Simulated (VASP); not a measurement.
A run of VASP 6.6.1 is set up as follows.

INCAR

```
PREC     = Accurate       # precision mode
ENCUT    = 520            # plane-wave cutoff, eV
EDIFF    = 1E-7           # SCF threshold, eV
ISMEAR   = -1             # smearing method
SIGMA    = 0.05           # smearing width, eV
LREAL    = F              # projectors in reciprocal space
LASPH    = T              # aspherical terms in the spheres
NELM     = 100            # most SCF steps
ALGO     = Normal         # electronic algorithm
ISIF     = 2              # what is computed and relaxed
LWAVE    = F              # write WAVECAR
LCHARG   = T              # write CHGCAR
GGA      = PS             # functional
LVHAR    = T            
NBANDS   = 34             # bands
KPAR     = 2
```

File KPOINTS:

```
Automatic mesh
0
Gamma
  7 7 7
```

File POSCAR:

```
CuO
1.0
    4.1609370000      0.0000000000      0.0000000000
    0.0000000000      4.1609370000      0.0000000000
    0.0000000000      0.0000000000      3.8876430000
Cu O
3 3
Direct
    0.5046300000      0.0054650000      0.4890610000
   -0.0012760000      0.4995070000      0.4936580000
    0.0108300000     -0.0044230000      0.0000840000
    0.0034590000     -0.0051740000      0.5022680000
    0.5044770000     -0.0063950000     -0.0007210000
    0.0000170000      0.4958090000      0.0091190000
```

Potentials or basis: VASP PAW PBE potentials, release 64 (Cu, O).

Run with:

```bash
$ cat potpaw_PBE.64/Cu/POTCAR potpaw_PBE.64/O/POTCAR > POTCAR
$ mpirun -np 2 vasp_std > vasp.out
```

(1) Estimate the band gap on the k mesh.

(2) Estimate the largest force.

(3) Estimate the pressure.

Answers

(1) none (metal or under the smearing width).

(2) 0.749 eV/Å.

(3) -4.6 GPa.

Caveat: the PAW data sets were made with another functional, which shifts forces and pressure a little; an odd number of electrons without spin polarisation forces a metal; a magnetic or distorted state may lie lower; the run has no spin polarisation, though such a crystal can be magnetic; semilocal functionals often make such compounds metallic where correlation or magnetic order opens a gap, which also shifts bond lengths.
